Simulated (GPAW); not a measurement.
Runs of GPAW 26.7.0 on Fe. It takes space group Im-3m (No. 229, cubic). Conventional cell: a = 2.886 Å, b = 2.886 Å, c = 2.886 Å, α = 90.00°, β = 90.00°, γ = 90.00°. Fe (site symmetry m-3m) is surrounded by 8 Fe at 2.50 Å. 

```csv
task,level,potentials or basis,cell,optimizer,fmax,max steps,convergence,eigensolver,gap on the mesh (eV),pressure (GPa),moment (μB),relaxed volume (Å³/atom)
relaxation of cell and atoms,revPBE+D3(BJ),"the program's PAW data sets (release 1.2.1) made for this functional, pw",relaxed,BFGS,0.05 eV/Å,40,density=1e-05 forces=0.0001,-,none,-0.2,2.11,11.13
relaxation of cell and atoms,BLYP+D3(BJ),"PAW data sets generated in the run's folder for this functional, pw",relaxed to -2 GPa,LBFGS,0.01 eV/Å,100,density=1e-05 forces=0.0001,davidson,none,-2.1,2.08,-
relaxation of cell and atoms,revPBE+D4,"the program's PAW data sets (release 1.2.1) made for this functional, pw",relaxed to 1 GPa,FIRE,0.01 eV/Å,60,density=1e-05 forces=0.0001,-,none,1.1,2.11,-
relaxation of cell and atoms,BLYP,"PAW data sets generated in the run's folder for this functional, pw",relaxed,LBFGS,0.02 eV/Å,40,density=1e-05 forces=0.0001,davidson,none,0.1,2.14,(c)
relaxation of cell and atoms,RPBE+D4,"the program's PAW data sets (release 1.2.1) made for this functional, pw",relaxed,BFGS,0.05 eV/Å,60,density=1e-05 forces=0.0001,-,none,-0.2,2.13,11.27
relaxation of cell and atoms,PBEsol+D4,"PAW data sets generated in the run's folder for this functional, pw",relaxed,FIRE,0.05 eV/Å,60,density=1e-05 forces=0.0001,-,none,0.6,(a),-
relaxation of cell and atoms,PBEsol+D3(BJ),"PAW data sets generated in the run's folder for this functional, pw",relaxed to 5 GPa,BFGS,0.05 eV/Å,40,density=1e-05 forces=0.0001,-,none,4.5,2.01,-
relaxation of cell and atoms,BLYP+D4,"PAW data sets generated in the run's folder for this functional, pw",relaxed,FIRE,0.02 eV/Å,40,density=1e-05 forces=0.0001,davidson,none,0.2,2.08,11.22
band structure,r2SCAN,"GPAW PAW data sets (gpaw-data 1.2.1), pw",as given,-,-,-,-,-,-,-2.6,(b),-
relaxation of cell and atoms,RPBE+D3(BJ),"the program's PAW data sets (release 1.2.1) made for this functional, pw",relaxed to 5 GPa,LBFGS,0.01 eV/Å,60,density=1e-05 forces=0.0001,-,none,5.0,2.01,-
```

Alike in all rows: spin collinear, ferromagnetic start; k mesh 13 × 13 × 13; cutoff (eV) 600; smearing fermi-dirac 0.05 eV.

Fill in the values left out.

(a) 2.05; (b) 2.65; (c) 11.78.

Caveats: each step starts from the last one's moments, so a moment once lost doesn't come back (some runs); later steps reuse the first step's grids (some runs); pairwise dispersion overbinds metals, which lowers pressure and volume (some runs); the volume moved by -10 % from the deposited cell, more than functionals usually miss (some runs); the PAW data sets were made with another functional, which shifts forces and pressure a little (some runs).

A gap of «none» marks a metal or a gap under the smearing width.

Runs at the PBE level aren't shown here.
